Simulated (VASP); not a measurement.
# VASP inputs for SnTe (strained zincblende)

INCAR

```
ISMEAR = -1
NBANDS = 17
ISIF = 2
NELM = 120
SIGMA = 0.02
NSW = 0
LWAVE = .FALSE.
LASPH = .TRUE.
LCHARG = .FALSE.
LREAL = .FALSE.
PREC = Accurate
EDIFF = 1E-7
IBRION = -1
ENCUT = 520
GGA = PE
```

KPOINTS

```
KPOINTS created by Atomic Simulation Environment
0
Gamma
6 6 6
0 0 0
```

KPOINTS_OPT

```
special points
8
Reciprocal
0.0000000000 0.0000000000 0.0000000000 1
-0.5000000000 -0.5000000000 0.0000000000 1
-0.3750000000 -0.3750000000 0.2500000000 1
-0.3750000000 0.0000000000 0.3750000000 1
0.0000000000 0.0000000000 0.5000000000 1
-0.5000000000 -0.2500000000 0.2500000000 1
0.2395830000 -0.5000000000 -0.2395830000 1
0.0000000000 0.5000000000 0.5000000000 1
```

POSCAR

```
Sn Te
 1.0000000000000000
    -0.0477864535000000    3.5361975556999998    3.5361975556999998
     3.5361975556999998   -0.0477864535000000    3.5361975556999998
     3.5361975556999998    3.5361975556999998   -0.0477864535000000
 Sn  Te
   1   1
Cartesian
 -0.0111157901453080 -0.0111157901453080 -0.0111157901453080
  1.7672679546203081  1.7672679546203081  1.7672679546203081
```

VASP ran with the recommended PBE PAW datasets (20 valence electrons in the cell).

Predict the results.

gap between bands v and c -0.04 eV (bands overlap: a metal); least direct gap 0.76 eV; pressure 1.1 GPa.

Band v is the last that the valence electrons fill when counted band by band, and c is the next. Levels in eV from the top of v:

```json
{"point": "Γ", "v−1": "-2.15", "v": "-2.06", "c": "0.87", "c+1": "0.87"}
{"point": "X", "v−1": "-3.34", "v": "-0.80", "c": "-0.04", "c+1": "3.90"}
{"point": "K", "v−1": "-3.14", "v": "-0.54", "c": "1.01", "c+1": "3.01"}
{"point": "L", "v−1": "-2.64", "v": "-2.14", "c": "1.70", "c+1": "1.75"}
{"point": "W", "v−1": "-3.56", "v": "-0.01", "c": "1.31", "c+1": "2.13"}
```
